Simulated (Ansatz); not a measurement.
Write the native input for Ansatz 0.2.0 that does the following.

| Item | Value |
| --- | --- |
| Task | single point |
| Functional | PBE |
| Potentials or basis | Ansatz PAW |
| Cutoff | 500 eV |
| Density cutoff | 2000 eV |
| k mesh | 11 × 11 × 11 |
| Occupations | fermi-dirac, width 0.05 eV |
| Spin | no spin polarisation |

Al:

```
Al
1.0
     0.00000    2.02481    2.02481
     2.02481    0.00000    2.02481
     2.02481    2.02481    0.00000
Al
1
Cartesian
  0.0000 0.0000 0.0000
```

These files were run (other wordings do the same):

input.yaml

```yaml
crystal:
  lattice:
    - [0.0, 2.024805, 2.024805]
    - [2.024805, 0.0, 2.024805]
    - [2.024805, 2.024805, 0.0]
  atoms:
    - { symbol: Al, position: [0.0, 0.0, 0.0] }
hamiltonian:
  xc: pbe
  pseudopotentials: { kind: paw }
kpoints:
  mp_grid: { grid: [11, 11, 11] }
scf:
  occupations: { method: fermi_dirac, width: 0.05 }
basis:
  ecutwfc: "500 eV"
output:
  forces: true
  stress: true
  eigenvalues: true
```

Potentials or basis: Ansatz PAW.

Run with:

```sh
$ ansatz run input.yaml --threads 2 --pin off --max-ram 5120MiB --backend cpu --events-out ev --progress --plain --runs-dir out
```

It gave:

```json
{
 "Pressure": "-0.4 GPa",
 "Band gap on the k mesh": "none (metal or under the smearing width)"
}
```

Wall time 0.48 s on 2 threads of Intel(R) Xeon(R) Platinum 8259CL CPU @ 2.50GHz (Skylake/Cascade Lake), with other jobs on the host, peak memory 0.31 GiB.
